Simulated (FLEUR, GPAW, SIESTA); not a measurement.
**Si: programs and potentials compared**

```
Si
1.0
     0.00000    2.72185    2.72185
     2.72185    0.00000    2.72185
     2.72185    2.72185    0.00000
Si
2
Direct
  0.50000 0.50000 0.50000
  0.75000 0.75000 0.75000
```

Alike in all runs: task equation of state; functional PBE; k mesh 8 × 8 × 8; occupations fermi-dirac, width 0.05 eV; no spin polarisation; no spin-orbit coupling.

```csv
program and potentials,plane-wave cutoff (eV),notes,equilibrium volume (Å³/atom),bulk modulus (GPa)
"GPAW, SG15 ONCV 1.2",1100,-,20.54,87.5
"GPAW, GPAW PAW data sets (gpaw-data 1.2.1)",600,-,20.52,88.7
"SIESTA, files PseudoDojo sr-pbe-0.5-standard, DZP (energy shift 0.002 Ry)",-,atomic basis,20.75,86.4
"FLEUR, all-electron, FLAPW",-,-,?,?
"GPAW, PAW data sets generated for this functional",600,-,20.52,88.7
"SIESTA, files sg15-pbe-1.2, DZP (energy shift 0.002 Ry)",-,atomic basis,20.87,86.6
```

Estimate from the other rows what the run with FLEUR, all-electron, FLAPW gave.

Equilibrium volume 20.46 Å³/atom; bulk modulus 88.7 GPa. The other rows, which needn't bracket it: equilibrium volume 20.52 to 20.87; bulk modulus 86.4 to 88.7.
